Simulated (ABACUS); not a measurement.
# Li (Im-3m) in ABACUS: notebook, part 2 of 2

ABACUS 3.10.1. Earlier steps stand in the parts before.

### 3 Single point, HCTH407

INPUT reads:

```
INPUT_PARAMETERS
suffix              Li
calculation         scf
basis_type          pw
pseudo_dir          ./
symmetry            1
dft_functional      GGA_XC_HCTH_407
ecutwfc             74
pseudo_rcut         10
nspin               1
nbands              12
ks_solver           dav
smearing_method     fd
smearing_sigma      0.00367493
scf_thr             1e-08
scf_nmax            100
mixing_type         broyden
mixing_beta         0.7
cal_force           1
cal_stress          1
out_chg             1
out_pot             2
out_elf             1
```

STRU reads:

```
ATOMIC_SPECIES
Li 6.9400 Li.upf

LATTICE_CONSTANT
1.8897261246

LATTICE_VECTORS
-1.7546500000 1.7546500000 1.7546500000
1.7546500000 -1.7546500000 1.7546500000
1.7546500000 1.7546500000 -1.7546500000

ATOMIC_POSITIONS
Direct

Li
0.0
1
0.0000000000 0.0000000000 0.0000000000 1 1 1
```

KPT reads:

```
K_POINTS
0
Gamma
9 9 9 0 0 0
```

Potentials or basis: PseudoDojo NC SR 0.5 PBE standard, plane waves.

Launch:

```
$ OMP_NUM_THREADS=1 mpirun -np 4 abacus > log
```

running log:

```text
ABACUS v3.10.1

               Atomic-orbital Based Ab-initio Computation at UStc

 ------------------------------------------------------------------------------------

 READING GENERAL INFORMATION
                           global_out_dir = OUT.Li/
                           global_in_card = INPUT
                               pseudo_dir = ./
                              orbital_dir =
                                    DSIZE = 4
                                    GSIZE = 1

 READING UNITCELL INFORMATION
                                    ntype = 1
                  lattice constant (Bohr) = 1.88973
              lattice constant (Angstrom) = 1

 READING ATOM TYPE 1
                               atom label = Li
                      L=0, number of zeta = 1
                      L=1, number of zeta = 1
                      L=2, number of zeta = 1
             number of atom for this type = 1

                        TOTAL ATOM NUMBER = 1
DIRECT COORDINATES
    atom                   x                   y                   z     mag                  vx                  vy                  vz
taud_Li1            0.0000000000        0.0000000000        0.0000000000  0.0000        0.0000000000        0.0000000000        0.0000000000

                          Volume (Bohr^3) = 145.824
                             Volume (A^3) = 21.6088

 Lattice vectors: (Cartesian coordinate: in unit of a_0)
             -1.75465            +1.75465            +1.75465
             +1.75465            -1.75465            +1.75465
             +1.75465            +1.75465            -1.75465
 Reciprocal vectors: (Cartesian coordinate: in unit of 2 pi/a_0)
                   +0           +0.284957           +0.284957
            +0.284957                  +0           +0.284957
            +0.284957           +0.284957                  +0
 The esolver type has been set to : ksdft_pw

                PAO radial cut off (Bohr) = 10

 Read in pseudopotential file is Li.upf
                     pseudopotential type = NC
          exchange-correlation functional = PBE
                 nonlocal core correction = 0
[... 197 lines left out ...]
----------------------------------------------------------
     Energy           Rydberg                 eV
----------------------------------------------------------
 E_KohnSham     -14.5151946721       -197.4893551203
 E_Harris       -14.5683500189       -198.2125707154
 E_Fermi        0.0395569454         0.5381998534
----------------------------------------------------------
[... 63 lines left out ...]
 Density error is 4.76069294909e-09
                          Error Threshold = 5.53870055634e-10
----------------------------------------------------------
     Energy           Rydberg                 eV
----------------------------------------------------------
 E_KohnSham     -14.5219507551       -197.5812763444
 E_KS(sigma->0) -14.5217633700       -197.5787268401
 E_Harris       -14.5220506039       -197.5826348571
 E_band         -6.8832114828        -93.6508967048
 E_one_elec     -9.7853883422        -133.1370385967
 E_Hartree      3.6579029524         49.7683228833
 E_xc           -3.4551584264        -47.0098420912
 E_Ewald        -4.9389321688        -67.1976195312
 E_entropy(-TS) -0.0003747701        -0.0050990087
 E_descf        0.0000000000         0.0000000000
 E_exx          0.0000000000         0.0000000000
 E_Fermi        0.0419271194         0.5704477239
----------------------------------------------------------

 charge density convergence is achieved
 final etot is -197.58127634 eV
 EFERMI = 0.57044772393 eV
The vacuum level is 2.6129994959 eV

 STATE ENERGY(eV) AND OCCUPATIONS    NSPIN == 1
 1/35 kpoint (Cartesian) = 0.0000 0.0000 0.0000 (401 pws)
       1       -46.4504     0.00274348
       2       -2.92405     0.00274348
       3        14.6728        0.00000
       4        14.6728        0.00000
       5        14.6728        0.00000
       6        19.1593        0.00000
       7        19.1593        0.00000
       8        19.1593        0.00000
       9        20.1064        0.00000
      10        20.1064        0.00000
      11        20.4898        0.00000
      12        20.4898        0.00000
[... 57 lines left out ...]
 6/35 kpoint (Cartesian) = 0.063324 -0.031662 -0.031662 (397 pws)
       1       -46.4458      0.0658436
       2       -2.23122      0.0658436
       3        11.4074        0.00000
       4        11.7255        0.00000
       5        13.1624        0.00000
       6        16.7586        0.00000
       7        17.0337        0.00000
       8        19.2052        0.00000
       9        21.1656        0.00000
      10        23.1119        0.00000
      11        23.3247        0.00000
      12        27.1958        0.00000

[... levels at 29 further k points ...]

------------------------------------------------------------------------------------------
 TOTAL-FORCE (eV/Angstrom)
------------------------------------------------------------------------------------------
                       Li1         0.0000000000         0.0000000000         0.0000000000
------------------------------------------------------------------------------------------

----------------------------------------------------------------
 TOTAL-STRESS (KBAR)
----------------------------------------------------------------
        -5.0705858636         0.0000000000         0.0000000000
         0.0000000000        -5.0705858636        -0.0000000000
        -0.0000000000        -0.0000000000        -5.0705858636
----------------------------------------------------------------
 TOTAL-PRESSURE: -5.070586 KBAR

 --------------------------------------------
 !FINAL_ETOT_IS -197.5812763444434950 eV
 --------------------------------------------
```

stdout:

```text
ABACUS v3.10.1

               Atomic-orbital Based Ab-initio Computation at UStc

 dft_functional readin is: GGA_XC_HCTH_407
 dft_functional in pseudopot file is: PBE
 Please make sure this is what you need

[... 33 lines left out ...]
 DA7     -1.97581276e+02  -3.55468756e-05   4.7607e-09   0.68
----------------------------------------------------------------
 TOTAL-STRESS (KBAR)
----------------------------------------------------------------
        -5.0705858636         0.0000000000         0.0000000000
         0.0000000000        -5.0705858636        -0.0000000000
        -0.0000000000        -0.0000000000        -5.0705858636
----------------------------------------------------------------
 TOTAL-PRESSURE: -5.070586 KBAR
```

Run time: 8.3 s. Hardware: 4 MPI ranks of AMD EPYC 7R43 (Zen 3), shared host; peak memory 0.2 GiB.

What came out:

```
Free energy            : -197.5813 eV
Pressure               : -0.5 GPa
Band gap on the k mesh : none (metal or under the smearing width)
```

Caveat: the potentials were made for another functional, which shifts forces and pressure.

### 4 Relaxation of cell and atoms, HCTH407

Changes to INPUT since step 3:

```diff
@@ -2,3 +2,3 @@
 suffix              Li
-calculation         scf
+calculation         cell-relax
 basis_type          pw
@@ -10,3 +10,3 @@
 nspin               1
-nbands              12
+nbands              6
 ks_solver           dav
@@ -20,4 +20,7 @@
 cal_stress          1
-out_chg             1
-out_pot             2
-out_elf             1
+relax_nmax          40
+force_thr_ev        0.005
+relax_method        cg
+out_stru            1
+stress_thr          0.2
+kpar                4
```

STRU is that of step 3.

KPT is that of step 3.

Launch:

```
$ OMP_NUM_THREADS=1 mpirun -np 4 abacus > log
```

Run time: 15 s. Hardware: 4 MPI ranks of AMD EPYC 7R43 (Zen 3), shared host; peak memory 0.32 GiB.

The run converged. Its results:

* Free energy: -197.5826 eV
* Relaxed volume: 20.81 Å³/atom
* Relaxed cell: a = 3.001 Å, b = 3.001 Å, c = 3.001 Å, α = 109.47°, β = 109.47°, γ = 109.47°
* Space group after relaxing (to 0.05 Å): Im-3m (No. 229)
* Energy gained by relaxing: 1.3 meV/atom
* Ionic steps: 13
* Pressure after relaxing: 0.0 GPa
* Band gap on the k mesh: none (metal or under the smearing width)

The path:
| step | energy change (eV) | largest force (eV/Å) | pressure (GPa) | volume (Å³) |
| --- | --- | --- | --- | --- |
| 1 | 0.0000 | 0.0000 | -0.51 | 21.61 |
| 2 | -0.0006 | 0.0000 | -0.38 | 21.39 |
| 3 | -0.0013 | 0.0000 | -0.10 | 20.95 |
| 4 | -0.0013 | 0.0000 | -0.09 | 20.94 |
| 5 | -0.0013 | 0.0000 | -0.07 | 20.90 |
| 6 | -0.0013 | 0.0000 | -0.07 | 20.90 |
| 7 | -0.0013 | 0.0000 | -0.06 | 20.88 |
| 8 | -0.0013 | 0.0000 | -0.06 | 20.88 |
| 9 | -0.0013 | 0.0000 | -0.05 | 20.86 |
| 10 | -0.0013 | 0.0000 | -0.04 | 20.85 |
| 11 | -0.0013 | 0.0000 | -0.03 | 20.83 |
| 12 | -0.0013 | 0.0000 | -0.02 | 20.83 |
| 13 | -0.0013 | 0.0000 | -0.01 | 20.81 |

Final structure:
```
Li
1.0
    -1.73279    1.73279    1.73279
     1.73279   -1.73279    1.73279
     1.73279    1.73279   -1.73279
Li
1
Direct
  0.00000 0.00000 0.00000
```

Levels at points of the mesh, in eV from the Fermi level:
| k point | band 1 | band 2 | band 3 | band 4 | band 5 |
| --- | --- | --- | --- | --- | --- |
| (0.00, 0.00, 0.00) | -46.95 | -3.55 | 14.48 | 14.48 | 14.48 |

Caveat: the potentials were made for another functional, which shifts forces and pressure.

### 5 Overview

```tsv
task	level	potentials or basis	cell	max steps of the relaxation	force threshold	optimiser	stress threshold	gap on the mesh (eV)	pressure (GPa)
single point	BP86	PseudoDojo NC SR 0.4.1 PBE standard, plane waves	as given	-	-	-	-	none	-0.5
single point	HCTH407	PseudoDojo NC SR 0.5 PBE standard, plane waves	as given	-	-	-	-	none	-0.5
relaxation of cell and atoms	HCTH407	PseudoDojo NC SR 0.5 PBE standard, plane waves	relaxed	40	0.005 eV/Å	cg	0.2 kbar	none	0.0
```

Alike in all rows: no spin polarisation; k mesh 9 × 9 × 9; cutoff (eV) 1007; smearing fermi-dirac 0.05 eV.

Caveats: the potentials were made for another functional, which shifts forces and pressure.

Total energies depend on the potentials used, so only differences within one code and one set of settings carry meaning.
